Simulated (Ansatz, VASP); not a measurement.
# BAs: VASP beside Ansatz

One calculation is typed for both programs; each brings its own data sets. How far apart do they land? Of the first pair: The cell is taken from a series of runs on this material, whose earlier steps may have relaxed, scaled, displaced or heated it; both programs get it as it stands.

Calculated with Ansatz 0.2.0; plane waves, with VASP 6.6.1 beside it; relaxation of cell and atoms at PBEsol and single point at PBEsol.

**1. The structure**

The structure is cubic, space group F-43m (No. 216). The conventional cell has a = 4.768 Å, b = 4.768 Å, c = 4.768 Å, α = 90.00°, β = 90.00°, γ = 90.00°. As has 4 B at 2.06 Å nearest. Nearest to B lie 4 As at 2.06 Å. Farther neighbours are not listed.

Coordinates:

```cif
data_structure
_symmetry_space_group_name_H-M 'F-43m'
_symmetry_Int_Tables_number 216
_cell_length_a 4.7676
_cell_length_b 4.7676
_cell_length_c 4.7676
_cell_angle_alpha 90.000
_cell_angle_beta 90.000
_cell_angle_gamma 90.000
_cell_volume 108.37
loop_
_atom_site_label
_atom_site_type_symbol
_atom_site_symmetry_multiplicity
_atom_site_Wyckoff_symbol
_atom_site_fract_x
_atom_site_fract_y
_atom_site_fract_z
_atom_site_occupancy
As1 As 4 c 0.25000 0.25000 0.25000 1
B1 B 4 a 0.00000 0.00000 0.00000 1
```

**2. VASP: relaxation of cell and atoms, PBEsol**

The relaxed volume is the usual yardstick between codes: in a stiff, nearly cubic crystal its relative difference is about their pressure difference at one cell divided by the bulk modulus.

Lines of VASP's logs that name or quote its potential files are left out, and so is its time.

The input, INCAR:

```
SYSTEM = BAs
PREC = Accurate
ENCUT = 500
EDIFF = 1E-07
NELM = 120
ISMEAR = -1
SIGMA = 0.02
LREAL = .FALSE.
ALGO = Normal
GGA = PS
NBANDS = 10
LORBIT = 11
LWAVE = .FALSE.
LCHARG = .FALSE.
ISIF = 3
IBRION = 2
NSW = 80
EDIFFG = -0.005
LASPH = .TRUE.
GGA_COMPAT = .FALSE.
NELMIN = 4
EFERMI = MIDGAP
```

The input, POSCAR:

```
BAs
1.0
    0.0000000000      2.3838002969      2.3838002969
    2.3838002969      0.0000000000      2.3838002969
    2.3838002969      2.3838002969      0.0000000000
As B
1 1
Direct
    0.7500000000      0.7500000000      0.7500000000
    0.0000000000      0.0000000000      0.0000000000
```

The input, KPOINTS:

```
Automatic mesh
0
Gamma
10 10 10
0 0 0
```

PAW data sets: As and B (PBE family, release 64).

Launch:

```bash
mpirun -np 1 vasp_std
```

Numbers of over 12 decimals in the logs are rounded to 6 here.

Output:

```text
[banner, memory and clock lines left out]
running    1 mpi-ranks, on    1 nodes
 distrk:  each k-point on    1 cores,    1 groups
 distr:  one band on    1 cores,    1 groups

 POSCAR found type information on POSCAR AsB
 POSCAR found :  2 types and       2 ions
|                                                                             |
|               ----> ADVICE to this user running VASP <----                  |
|                                                                             |
|     You enforced a specific xc type in the INCAR file but a different       |
|     [... a line on the potential file left out ...]
|     I HOPE YOU KNOW WHAT YOU ARE DOING!                                     |
|                                                                             |

 LDA part: xc-table for (Slater+PW92), standard interpolation
 POSCAR, INCAR and KPOINTS ok, starting setup
 FFT: planning ... GRIDC
 FFT: planning ... GRID_SOFT
 FFT: planning ... GRID
 WAVECAR not read
 entering main loop
       N       E                     dE             d eps       ncg     rms          rms(c)
DAV:   1     0.111858232575E+02    0.11186E+02   -0.38376E+03   940   0.691E+02
DAV:   2    -0.121762443662E+02   -0.23362E+02   -0.22291E+02  1356   0.104E+02
DAV:   3    -0.128202313993E+02   -0.64399E+00   -0.64281E+00  1086   0.170E+01
DAV:   4    -0.128219510930E+02   -0.17197E-02   -0.17196E-02  1166   0.999E-01
DAV:   5    -0.128219535795E+02   -0.24865E-05   -0.24865E-05  1068   0.373E-02    0.487E+00
DAV:   6    -0.122822647248E+02    0.53969E+00   -0.14165E+00  1016   0.515E+00    0.242E+00
DAV:   7    -0.122121215619E+02    0.70143E-01   -0.19121E-01  1132   0.226E+00    0.927E-01
DAV:   8    -0.122028870953E+02    0.92345E-02   -0.19310E-02  1036   0.803E-01    0.956E-02
DAV:   9    -0.122030204417E+02   -0.13335E-03   -0.64133E-04  1056   0.165E-01    0.520E-02
DAV:  10    -0.122030775731E+02   -0.57131E-04   -0.97581E-05  1046   0.609E-02    0.108E-02
DAV:  11    -0.122030800200E+02   -0.24468E-05   -0.18716E-06  1118   0.109E-02    0.100E-02
DAV:  12    -0.122030798326E+02    0.18733E-06   -0.10801E-06  1058   0.547E-03    0.271E-03
DAV:  13    -0.122030798695E+02   -0.36809E-07   -0.33689E-08   644   0.139E-03
   1 F= -.12203080E+02 E0= -.12203080E+02  d E =-.122031E+02
 curvature:   0.00 expect dE= 0.000E+00 dE for cont linesearch  0.000E+00
 trial: gam= 0.00000 g(F)=  0.888E-48 g(S)=  0.170E-02 ort = 0.000E+00 (trialstep = 0.100E+01)
 search vector abs. value=  0.170E-02
 bond charge predicted
       N       E                     dE             d eps       ncg     rms          rms(c)
DAV:   1    -0.122044773496E+02   -0.13975E-02   -0.33905E-02  1030   0.116E+00    0.181E-01
DAV:   2    -0.122035961005E+02    0.88125E-03   -0.14824E-03  1018   0.204E-01    0.908E-02
DAV:   3    -0.122033148966E+02    0.28120E-03   -0.56692E-04  1022   0.112E-01    0.279E-02
DAV:   4    -0.122032955238E+02    0.19373E-04   -0.29439E-05  1086   0.312E-02    0.174E-02
DAV:   5    -0.122032938416E+02    0.16822E-05   -0.22969E-06  1108   0.879E-03    0.840E-03
DAV:   6    -0.122032937858E+02    0.55828E-07   -0.14573E-07   954   0.219E-03
   2 F= -.12203294E+02 E0= -.12203294E+02  d E =-.213916E-03
 trial-energy change:   -0.000214  1 .order   -0.000227   -0.001703    0.001249
 step:   0.5704(harm=  0.5770)  dis= 0.00000  next Energy=   -12.203563 (dE=-0.483E-03)
 bond charge predicted
       N       E                     dE             d eps       ncg     rms          rms(c)
DAV:   1    -0.122037754687E+02   -0.48163E-03   -0.62737E-03  1020   0.500E-01    0.780E-02
DAV:   2    -0.122036149979E+02    0.16047E-03   -0.26920E-04  1012   0.874E-02    0.393E-02
DAV:   3    -0.122035653494E+02    0.49649E-04   -0.10572E-04  1014   0.483E-02    0.123E-02
DAV:   4    -0.122035626454E+02    0.27040E-05   -0.53095E-06  1088   0.133E-02    0.762E-03
DAV:   5    -0.122035626121E+02    0.33268E-07   -0.43665E-07  1050   0.383E-03
   3 F= -.12203563E+02 E0= -.12203563E+02  d E =-.482743E-03
 curvature:  -0.29 expect dE=-0.519E-07 dE for cont linesearch -0.519E-07
 trial: gam=-0.01017 g(F)=  0.514E-48 g(S)=  0.180E-06 ort = 0.175E-04 (trialstep = 0.914E+00)
 search vector abs. value=  0.119E-09
 reached required accuracy - stopping structural energy minimisation
```

OUTCAR, selected parts (step 2):

```text
ion  position               nearest neighbor table
   1  0.750  0.750  0.750-   2 2.06   2 2.06   2 2.06   2 2.06
   2  0.000  0.000  0.000-   1 2.06   1 2.06   1 2.06   1 2.06

  LATTYP: Found a face centered cubic cell.
 ALAT       =     4.7676005938

 Subroutine GETGRP returns: Found 24 space group operations
 (whereof 24 operations were pure point group operations)

The static configuration has the point symmetry T_d .

 Found     47 irreducible k-points:

   k-points           NKPTS =     47   k-points in BZ     NKDIM =     47   number of bands    NBANDS=     10

   dimension x,y,z NGX =    28 NGY =   28 NGZ =   28
   dimension x,y,z NGXF=    56 NGYF=   56 NGZF=   56

   ENCUT  =  500.0 eV  36.75 Ry    6.06 a.u.   6.15  6.15  6.15*2*pi/ulx,y,z

   NELECT =       8.0000    total number of electrons

 k-points in reciprocal lattice and weights: Automatic mesh
   0.00000000  0.00000000  0.00000000       0.001
   0.10000000  0.00000000  0.00000000       0.008
   0.20000000  0.00000000  0.00000000       0.008
   0.30000000  0.00000000  0.00000000       0.008
   0.40000000  0.00000000  0.00000000       0.008
   0.50000000  0.00000000  0.00000000       0.004
   0.10000000  0.10000000  0.00000000       0.006
   0.20000000  0.10000000  0.00000000       0.024
   0.30000000  0.10000000  0.00000000       0.024
[...]
-0.30000000  0.40000000  0.20000000       0.024
  -0.30000000  0.50000000  0.20000000       0.012

 average (electrostatic) potential at core
       1 -48.5842       2 -26.9186

 E-fermi :   6.5776

 k-point     1 :       0.0000    0.0000    0.0000
  band No.  band energies     occupation
      1      -9.3939      2.00000
      2       6.0393      2.00000
      3       6.0393      2.00000
      4       6.0393      2.00000
      5       9.2787      0.00000
      6       9.2787      0.00000
      7       9.2787      0.00000
      8      10.7158      0.00000
      9      15.3842      0.00000
    ...

 k-point     2 :       0.1000    0.0000    0.0000
  band No.  band energies     occupation
      1      -9.2294      2.00000
      2       4.6339      2.00000
      3       5.7347      2.00000
      4       5.7347      2.00000
      5       9.4234      0.00000
      6       9.6791      0.00000
      7       9.6791      0.00000
      8      11.5853      0.00000
      9      16.0408      0.00000
    ...

 k-point     3 :       0.2000    0.0000    0.0000
  band No.  band energies     occupation
      1      -8.7440      2.00000
      2       2.2579      2.00000
      3       5.1570      2.00000
      4       5.1570      2.00000
      5       9.2057      0.00000
      6      10.3967      0.00000
      7      10.3967      0.00000
      8      13.1846      0.00000
      9      17.0540      0.00000
    ...

  Total        0.0015763      0.0015763      0.0015763     -0.0000000      0.0000000     -0.0000000
  in kB        0.0926303      0.0926303      0.0926303     -0.0000000      0.0000000     -0.0000000
  external PRESSURE =       0.0926303 kB  Pullay stress =       0.0000000 kB

  energy-cutoff  :      500.00
  volume of cell :       27.26
      direct lattice vectors                 reciprocal lattice vectors
     0.000000000  2.388831399  2.388831399    -0.209307363  0.209307363  0.209307363
     2.388831399  0.000000000  2.388831399     0.209307363 -0.209307363  0.209307363
     2.388831399  2.388831399  0.000000000     0.209307363  0.209307363 -0.209307363

 POSITION                                       TOTAL-FORCE (eV/Angst)
 -----------------------------------------------------------------------------------
      3.58325      3.58325      3.58325        -0.000000     -0.000000     -0.000000
      0.00000      0.00000      0.00000         0.000000      0.000000      0.000000
 -----------------------------------------------------------------------------------
    total drift:                                0.000000      0.000000      0.000000

  FREE ENERGIE OF THE ION-ELECTRON SYSTEM (eV)
  ---------------------------------------------------
  free  energy   TOTEN  =       -12.2035626121 eV

  energy  without entropy=      -12.2035626121  energy(sigma->0) =      -12.20356261

 reached required accuracy - stopping structural energy minimisation

 total charge
# of ion       s       p       d       tot
------------------------------------------
    1        1.175   1.664   0.088   2.927
    2        0.654   1.170   0.000   1.824
--------------------------------------------------
tot          1.829   2.834   0.088   4.751

[... 3 further parts left out ...]
```

CONTCAR:

```
BAs
   1.00000000000000
     0.0000000000000000    2.3888313992415626    2.3888313992415626
     2.3888313992415626    0.0000000000000000    2.3888313992415626
     2.3888313992415626    2.3888313992415626    0.0000000000000000
  As              B
     1     1
Direct
     0.7500000000000000    0.7500000000000000    0.7500000000000000
     0.0000000000000000    0.0000000000000000    0.0000000000000000
```

The gap is read on the k-mesh alone, so it is an upper bound where the band edges lie off the mesh. The PAW data sets were made with PBE, which is usual practice but a small mismatch for other functionals. The run keeps the 24 symmetry operations of its start, so it cannot find a distortion of lower symmetry.

**3. Ansatz: relaxation of cell and atoms, PBEsol**

Ansatz runs on its PAW soft_1 files.

The same cell, functional, mesh and smearing now go to Ansatz.

The input, input.yaml:

```yaml
crystal:
  lattice:
    - [0.0, 2.3838002969, 2.3838002969]
    - [2.3838002969, 0.0, 2.3838002969]
    - [2.3838002969, 2.3838002969, 0.0]
  atoms:
    - { symbol: As, position: [0.75, 0.75, 0.75] }
    - { symbol: B, position: [0.0, 0.0, 0.0] }
kpoints:
  mp_grid: { grid: [10, 10, 10] }
scf:
  occupations: { method: fermi_dirac, width: 0.02 }
hamiltonian:
  xc: pbesol
  pseudopotentials: { kind: paw, azcp: { folder: soft_1 }, xc_functional: pbe }
basis:
  ecutwfc: 600
output:
  forces: true
  stress: true
relax:
  f_tol: 0.005
  max_steps: 70
  cell: { stress_tol: 0.02, p_target: 0 }
```

Launch:

```bash
ansatz run input.yaml --threads 4 --pin off --max-ram 10240MiB --backend cpu --events-out ev --progress --plain --runs-dir out
```

Output:

```text
Engine: ansatz 0.2.0, aarch64-unknown-linux-gnu
Pseudopotentials: kind: paw
Pseudopotential: As, paw, valence charge 15, recommended cutoff 420 eV (normal), soft_1/As.paw.azcp
Pseudopotential: B, paw, valence charge 3, recommended cutoff 420 eV (normal), soft_1/B.paw.azcp
Functional definition: PBEsol
  exchange = pbesol_x
  correlation = pbesol_c
Crystal: 2 atoms, lattice volume = 27.092 Å³
Basis set: ecut = 600 eV, 893 PW (Γ), exchange–correlation on 54×54×54 points (8 copies of the dense FFT grid, shifted against one another)
Bands: 13, of which v1, the nominal top of the filled ones, is band 9 counted from 1 (8 counted from 0)
Symmetry: 24 space group operations
Space group: F-43m (ITA 216), of the structure as read, at distance tolerance 3.0e-5 Å
k-points: 47 of 1000 (time reversal used)
Non-local potential: As, projectors of the file, l = 0: 2, l = 1: 2, l = 2: 3, l = 3: 1
Non-local potential: B, projectors of the file, l = 0: 2, l = 1: 2, l = 2: 1
PAW form: soft (Blöchl's): semilocal exchange-correlation on the pseudo side does not see the compensation charge
PAW frozen core: As, regenerated for the run's functional, and the local potential with it (the file was generated under x = pbe(κ = 0.804, μ = 0.219515), c = pbe(β = 0.066725))
PAW frozen core: B, regenerated for the run's functional, and the local potential with it (the file was generated under x = pbe(κ = 0.804, μ = 0.219515), c = pbe(β = 0.066725))
PAW one-centre angular grid: As, 590 points (default); XC on 64 Gauss nodes
PAW one-centre angular grid: B, 110 points (default); XC on 64 Gauss nodes
Initial density: superposition of atomic densities (chi_scale 0.1, normalization cell, long waves kept (reshape's long-wave potential 0.00 eV rms))
Initial wavefunctions: pseudopotential atomic-orbital guess
Functional: x = pbesol(κ = 0.804, μ = 0.123457), c = pbesol(β = 0.046)
SCF iter   1: F=—  HF=-4966.380915 eV  |F-HF|=—  |Δ(HF+E_count)|=         —  Δρ=7.51e-2  dr2=1.94e0  ethr=3.10e-3  ⟨swp⟩=5.8  Hψ=3449  notcnv=0
preconditioner: auto → none  [insulator: Δε(μ)=1.668 eV  Ē_g=12.489 eV  σ=0.020 eV  W_gap=1.00  n_scr=8 (ndim 8)  ℏωp=20.2 eV  f_vac=0.000  D(μ)=0.00/eV (n_scr^D=0)  ε∞_Penn≈3.6]
SCF iter   2: F=—  HF=-4965.810363 eV  |F-HF|=—  |Δ(HF+E_count)|=   5.71e-1  Δρ=2.46e-2  dr2=1.37e-1  ethr=3.10e-3  ⟨swp⟩=3.0  Hψ=1418  notcnv=0
SCF iter   3: F=—  HF=-4965.778258 eV  |F-HF|=—  |Δ(HF+E_count)|=   3.21e-2  Δρ=1.04e-2  dr2=1.92e-2  ethr=7.60e-4  ⟨swp⟩=3.0  Hψ=1224  notcnv=0
SCF iter   4: F=—  HF=-4965.776449 eV  |F-HF|=—  |Δ(HF+E_count)|=   1.81e-3  Δρ=4.44e-3  dr2=4.06e-3  ethr=1.07e-4  ⟨swp⟩=3.0  Hψ=1044  notcnv=0
SCF iter   5: F=—  HF=-4965.775477 eV  |F-HF|=—  |Δ(HF+E_count)|=   9.72e-4  Δρ=9.92e-4  dr2=1.89e-4  ethr=2.25e-5  ⟨swp⟩=3.0  Hψ=1222  notcnv=0
SCF iter   6: F=—  HF=-4965.775463 eV  |F-HF|=—  |Δ(HF+E_count)|=   1.40e-5  Δρ=1.32e-4  dr2=3.09e-6  ethr=1.05e-6  ⟨swp⟩=2.0  Hψ=1034  notcnv=0
SCF iter   7: F=—  HF=-4965.775464 eV  |F-HF|=—  |Δ(HF+E_count)|=   1.34e-6  Δρ=7.27e-6  dr2=7.47e-9  ethr=5.56e-10  ⟨swp⟩=3.2  Hψ=2434  notcnv=0
SCF iter   8: F=-4965.775464 eV  HF=-4965.775464 eV  |F-HF|=8.19e-12  |Δ(HF+E_count)|=   7.94e-9  Δρ=4.96e-7  dr2=3.82e-11  ethr=4.15e-11  ⟨swp⟩=1.1  Hψ=1836  notcnv=0
SCF 1 converged in 8 iterations: F = -4965.775464 eV  dr2 = 3.82e-11
  greatest PAW one-centre occupation: 0.999 electrons in one spin orbital (limit 2), on the As atom at site 0 (counted from 0), in its partial waves of l = 2
relax step   1: F+E_penalty+E_count = -4965.77546405 eV  Δ(F+E_penalty+E_count) = +0.000e0 eV  max|allowed force component| = 2.342e-16 eV/Å  Δτ_max = 0.0000 Å  P = +0.004 GPa  Ω = 27.092 Å³  (8 SCF iters, dr2 threshold 1.00e-7 eV, accepted)
Initial density: handed on by an earlier stage of this run
Initial wavefunctions: pseudopotential atomic-orbital guess (no wavefunctions were taken with the density)
iter 1 solved again at ethr=4.33e-8 eV; its pass at ethr=3.10e-3 eV (dr2=7.80e-6 eV) is discarded
SCF iter   1: F=—  HF=-4965.775464 eV  |F-HF|=—  |Δ(HF+E_count)|=         —  Δρ=5.39e-7  dr2=4.65e-11  ethr=4.33e-8  ⟨swp⟩=3.0  Hψ=5134  notcnv=0
eigensolver tolerance schedule: the retry pair's looser diagonalisation over-reported the residual by 167637.10 of it (diagonalisation noise at an unbounded share of the residual, at the tolerance the schedule requests for it); recorded, not acted on — ethr = c·dr2/N_el stays at c = 1.0e-1
preconditioner: auto → none  [insulator: Δε(μ)=1.080 eV  Ē_g=12.420 eV  σ=0.020 eV  W_gap=1.00  n_scr=8 (ndim 8)  ℏωp=20.2 eV  f_vac=0.000  D(μ)=0.00/eV (n_scr^D=0)  ε∞_Penn≈3.6]
SCF iter   2: F=—  HF=-4965.775464 eV  |F-HF|=—  |Δ(HF+E_count)|=   4.20e-7  Δρ=3.43e-7  dr2=2.36e-11  ethr=1.00e-12  ⟨swp⟩=3.1  Hψ=1416  notcnv=0
SCF iter   3: F=—  HF=-4965.775464 eV  |F-HF|=—  |Δ(HF+E_count)|=  8.19e-12  Δρ=1.98e-7  dr2=6.07e-12  ethr=1.00e-12  ⟨swp⟩=1.0  Hψ=611  notcnv=0
SCF iter   4: F=-4965.775464 eV  HF=-4965.775464 eV  |F-HF|=0.00e0  |Δ(HF+E_count)|=  5.46e-12  Δρ=5.29e-8  dr2=8.66e-13  ethr=1.00e-12  ⟨swp⟩=5.0  Hψ=2225  notcnv=0
SCF 2 converged in 4 iterations: F = -4965.775464 eV  dr2 = 8.66e-13
relax step   2: F+E_penalty+E_count = -4965.77546405 eV  Δ(F+E_penalty+E_count) = -2.183e-11 eV  max|allowed force component| = 2.336e-16 eV/Å  Δτ_max = 0.0000 Å  P = +0.004 GPa  Ω = 27.092 Å³  stress off target by 3.86e-3 GPa  SCF on the basis re-selected at this cell (its energy is not comparable with the rows above)  (4 SCF iters)
basis re-selected at this cell: Δ(F+E_penalty+E_count) = -2.183e-11 eV, ΔP = -0.000 GPa vs the last step (what re-selecting the basis moved, of the pressure what is left beyond the Pulay correction that the steps carried, after the strain that the cell walked since its last selection, with what the two solves' SCF thresholds leave and, on support functions, any second-order correction that the steps lacked; it is no  [...]
SCF converged after 4 iterations
Free energy (F): -4965.775464 eV
Harris-Foulkes:  -4965.775464 eV  (|F-HF|=0.00e0)
Internal energy: -4965.775464 eV  (E = F + TS)
E sigma→0 (E₀):  -4965.775464 eV
Fermi energy:    11.233451 eV
--- Per-component energies (eV) ---
  E_band       = -218.603923
  E_kinetic    = 146.873193
  E_local      = -1950.845948  (includes V_loc(G=0)·N_el)
  E_nonlocal   = -382.773426
  E_hartree    = 1099.123270
  E_xc         = -102.778761
  E_vxc        = -112.563000  (∫ρ·V_xc dr)
  E_paw        = -2047.177556  (= ΣΔE_a)
  E_vpaw       = -117.541289  (= ΣTr[D̂ρ^β])
  E_aug_tail   = 0.000013  (compensation charges beyond the density's cutoff)
  E_ewald      = -1729.177392
  E_core_change = 0.981141  (= ΣΔE_core)
  E_smearing   = -0.000000  (= −TS)
  E_closure    = 0.000000  (closes the sum)
  Σ components = -4965.775464   (vs F -4965.775464, Δ=0.00e0)
--- Forces (eV/Å), atoms counted from 1 ---
  atom   1  As    -0.00000000     0.00000000    -0.00000000
  atom   2  B     -0.00000000     0.00000000     0.00000000
  max |Σ_I F_I| component: 4.95e-16 eV/Å
--- Stress (GPa, compression-positive) ---
        0.003863      -0.000000      -0.000000
        0.000000       0.003863       0.000000
       -0.000000       0.000000       0.003863
  P = ⅓ Tr σ = 0.0039 GPa (0.039 kbar)
--- Relaxed structure (1 steps of the walk, 1 accepted, 1 SCFs on fresh bases) ---
  F+E_penalty+E_count = -4965.77546405 eV   max|allowed force component| = 2.336e-16 eV/Å   (the final SCF, on the basis selected at the relaxed cell)
  cell:  # Å, volume = 27.0919 Å³
    - [0.0, 2.3838002969, 2.3838002969]
    - [2.3838002969, 0.0, 2.3838002969]
    - [2.3838002969, 2.3838002969, 0.0]
  atoms:
    - { symbol: As, position: [0.750000, 0.750000, 0.750000] }
    - { symbol: B, position: [0.0, 0.0, 0.0] }
```

**4. Differences**

Known differences besides the potentials themselves: the data sets hold 18 valence electrons in Ansatz (on its PAW soft_1 files) and 8 in VASP; the cutoff is 600 eV in Ansatz and 500 eV in VASP; Ansatz makes its cores anew for this functional, VASP keeps those of its PBE data sets; Ansatz adds a Pulay correction to the stress that steers its cell, VASP none. Total energies have different zeros and are not compared.

The two programs side by side:

| quantity | Ansatz | VASP | difference |
| --- | --- | --- | --- |
| volume (Å³) | 27.09 | 27.26 | -0.63 % |
| edge a after relaxation, in the typed setting (Å) | 3.371 | 3.378 | -0.21 % |

[end of part 1 of 2]

[Lines on the potential files, build, host, timing and source positions are cut from VASP's logs without a mark.]

[Logs are printed without paths, hosts, clocks, repeated set-up lines and the standing remarks that a program may print on its own settings, such as how far it seeks lower states.]

[Hosts, paths, dates, database ids (printed as entryN), source tags and the programs' standing remarks are cut or masked in the printed files.]
